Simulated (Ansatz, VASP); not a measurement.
**Fe in VASP and in Ansatz**

```
CELL_PARAMETERS angstrom
-1.26004 1.41578 1.41578
1.26004 -1.41578 1.41578
1.26004 1.41578 -1.41578
ATOMIC_POSITIONS crystal
Fe 0.00000 0.00000 0.00000
```

Change from the starting cell: normal strain along x -0.1100, normal strain along z +0.0000.

Alike in both runs: task single point; functional PBE; k mesh 10 × 10 × 10; occupations gaussian, width 0.15 eV; collinear spin.

|  | VASP | Ansatz |
| --- | --- | --- |
| version | VASP 6.6.1 | Ansatz 0.2.0 |
| potentials or method | VASP PAW PBE potentials, release 64 (Fe) | scalar-relativistic, plane waves, PAW |
| plane-wave cutoff (eV) | 520 | 520 |
| valence electrons in the cell | 8 | 16 |

```csv
,VASP,Ansatz,Ansatz less VASP
gap on the k mesh at the Fermi level (eV),none,none,-
pressure (GPa),29.1,29.7,+0.58
largest component of the traceless stress (GPa),16.18,16.04,-0.137
net moment per atom (μB),1.91,1.89,-0.017
size of the moment on the site where the two differ most (μB),1.89,1.92,+0.028
```

Site moments also hang on the region over which each program counts them. A gap of «none» marks a metal or a gap that the smearing closes. The functional is the same, so the differences come from potentials, cutoffs and numerics. The two sets of potentials don't hold the same shells in valence.

Caveats: so large a pressure means that the cell lies far from this level's equilibrium, or that cutoff or potentials fall short (VASP).
